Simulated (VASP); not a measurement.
**Ag: single point with PBEsol**

The system is Ag.

```xyz
1
Lattice="-1.6116 1.6116 1.6116 1.6116 -1.6116 1.6116 1.6116 1.6116 -1.6116" Properties=species:S:1:pos:R:3 pbc="T T T"
Ag    0.0000    0.0000    0.0000
```

This isn't the form of Ag at room conditions, which is fcc.

```json
{
  "Program": "VASP 6.6.1",
  "Task": "single point",
  "Functional": "PBEsol",
  "Potentials or basis": "VASP PAW PBE potentials, release 64 (Ag)",
  "Cutoff": "520 eV",
  "k mesh": "18 × 18 × 18",
  "Occupations": "gaussian, width 0.5 eV",
  "Spin": "no spin polarisation",
  "Further INCAR settings": "ALGO = Fast; EDIFF = 1e-06"
}
```

```json
{"Pressure": "0.2 GPa", "Band gap on the k mesh": "none (metal or under the smearing width)"}
```

Levels at points of the mesh, in eV from the Fermi level:
| k point | band 3 | band 4 | band 5 | band 6 | band 7 | band 8 | band 9 |
| --- | --- | --- | --- | --- | --- | --- | --- |
| (0.00, 0.00, 0.00) | -4.97 | -4.97 | -3.58 | -3.58 | 18.00 | 18.00 | 18.00 |
| (0.50, 0.00, 0.00) | -3.64 | -3.45 | -2.53 | -0.18 | 4.25 | 13.37 | 14.61 |
| (0.50, 0.50, 0.50) | -2.78 | -2.78 | -2.78 | 6.90 | 6.90 | 6.90 | 13.07 |

It took 12 s on 1 thread of Intel(R) Xeon(R) Platinum 8488C (Sapphire Rapids), with other jobs on the host, peak memory 0.16 GiB.

Caveat: the PAW data sets were made with another functional, which shifts forces and pressure a little.
